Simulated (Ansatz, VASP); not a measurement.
SiO2 in VASP and in Ansatz

```
Si O
1.0
    -2.87838    2.89962    2.35307
     2.87838   -2.89962    2.35307
     2.87838    2.89962   -2.35307
Si O
2 4
Cartesian
  0.0000 0.0000 3.5296
  0.0000 0.0000 1.1765
  2.0433 2.0661 2.3531
  0.8351 -0.8335 2.3531
  2.0433 3.7331 0.0000
  0.8351 0.8335 0.0000
```

Alike in both runs: functional PBEsol; k mesh 6 × 6 × 6; occupations gaussian, width 0.02 eV; no spin polarisation.

Ansatz relaxed the structure, and its values are those at the end. VASP's run is a single point on that final structure, the one shown.

|  | VASP | Ansatz |
| --- | --- | --- |
| version | VASP 6.6.1 | Ansatz 0.2.0 |
| potentials or method | VASP PAW PBE potentials, release 64 (Si, O) | scalar-relativistic, plane waves, PAW |
| plane-wave cutoff (eV) | 520 | 420 |
| valence electrons in the cell | 32 | 32 |

```csv
,VASP,Ansatz,Ansatz less VASP
gap on the k mesh at the Fermi level (eV),4.78,4.79,+0.006
least direct gap on the mesh (eV),5.28,5.30,+0.024
pressure (GPa),0.8,0.0,-0.83
rms of the force components (eV/Å),0.068,0.000,-0.0674
```

With one functional, cell and mesh, what is left measures potentials, basis and numerics.

Caveats: the PAW data sets were made with another functional, which shifts forces and pressure a little (VASP). A k mesh can miss the band edges.
